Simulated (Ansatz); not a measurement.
Si₂Ni: generalised stacking fault

Method: Ansatz 0.2.0, DFT PBEsol, scalar-relativistic, plane waves, PAW. Settings: plane waves to 420 eV, k-mesh 14×14×5 (Γ-centred), Gaussian smearing 0.15 eV. No spin polarisation. A magnetic state may lie lower. Energies are free energies at this smearing, counted from the undisturbed cell; pressure is positive in compression.

Zero of the scan (relaxed at this level):

```
Si Ni
1.0
     2.69570   -2.69570    0.00000
     2.69570    0.00000   -2.69570
     5.39141    5.39141    5.39141
Si Ni
6 3
Cartesian
  5.8408 0.4494 0.4494
  0.4494 0.4494 0.4494
  5.8408 3.1451 3.1451
  8.5365 3.1451 3.1451
  3.1451 3.1451 3.1451
  3.1451 0.4494 0.4494
  4.4929 1.7972 1.7972
  4.4929 -0.8985 -0.8985
  4.4929 4.4929 4.4929
```

The cut lies on the cell's a–b face, a (1 1 1) plane (indices in the standard cell, whose axes needn't be the Cartesian ones shown) of area 12.59 Å², between layers 1.56 Å apart. Vector c is tilted by f times 1·a + 1·b (length 6.603 Å) with the atoms' Cartesian places fixed: one unrelaxed fault a cell. The cell is metallic on the mesh throughout.

```tsv
f	γ (mJ/m²)	shear traction, the slope of γ along the slip (GPa)
0.0000	0	0.0
0.1667	1000	15.7
0.3333	2242	0.1
0.5000	3227	55.3
0.6667	11722	-0.1
```